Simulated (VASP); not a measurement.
Si: relaxation of cell and atoms with r2SCAN

The system is Si.

```xyz
1
Lattice="2.6205 0.0000 0.0000 -1.3103 2.2695 0.0000 0.0000 0.0000 2.4664" Properties=species:S:1:pos:R:3 pbc="T T T"
Si    0.0000    0.0000    0.0000
```

This isn't the form of Si at room conditions, which is diamond.

* Program: VASP 6.6.1
* Task: relaxation of cell and atoms
* Functional: r2SCAN
* Potentials or basis: VASP PAW PBE potentials, release 64 (Si)
* Cutoff: 600 eV
* k mesh: 12 × 12 × 11
* Occupations: gaussian, width 0.05 eV
* Spin: no spin polarisation
* Further INCAR settings: ALGO = Normal; EDIFF = 1e-06; IBRION = 2; EDIFFG = -0.01; NSW = 60; ISIF = 3

```json
{"Relaxed volume": "14.87 Å³/atom", "Relaxed cell": "a = 2.623 Å, b = 2.623 Å, c = 2.496 Å, α = 90.00°, β = 90.00°, γ = 120.00°", "Space group after relaxing (to 0.05 Å)": "P6/mmm (No. 191)", "Energy gained by relaxing": "3.1 meV/atom", "Ionic steps": "9", "Pressure after relaxing": "0.0 GPa", "Band gap on the k mesh": "none (metal or under the smearing width)"}
```

Step by step:
```
step  energy change (eV)  largest force (eV/Å)  pressure (GPa)  volume (Å³)
   1              0.0000                0.0000            1.94        14.67
   2             -0.0010                0.0000           -1.36        15.05
   3             -0.0030                0.0000            0.10        14.86
   4             -0.0030                0.0000            0.17        14.86
   5             -0.0030                0.0000            0.20        14.85
   6             -0.0030                0.0000            0.23        14.85
   7             -0.0030                0.0000           -0.07        14.89
   8             -0.0031                0.0000            0.02        14.87
   9             -0.0031                0.0000            0.04        14.87
```

Final structure:
```xyz
1
Lattice="2.6231 0.0000 0.0000 -1.3115 2.2716 0.0000 0.0000 0.0000 2.4959" Properties=species:S:1:pos:R:3 pbc="T T T"
Si    0.0000    0.0000    0.0000
```

Levels at points of the mesh, in eV from the Fermi level:
| k point | band 1 | band 2 | band 3 | band 4 | band 5 | band 6 |
| --- | --- | --- | --- | --- | --- | --- |
| (0.00, 0.00, 0.00) | -14.68 | 7.87 | 8.09 | 11.25 | 11.25 | 13.20 |
| (0.50, 0.00, 0.00) | -7.76 | -7.00 | 5.69 | 7.06 | 13.36 | 15.69 |

Wall time 82 s on 1 thread of Intel(R) Xeon(R) Platinum 8488C (Sapphire Rapids), on a shared host, peak memory 0.13 GiB.

Caveat: the PAW data sets were made with another functional, which shifts forces and pressure a little.
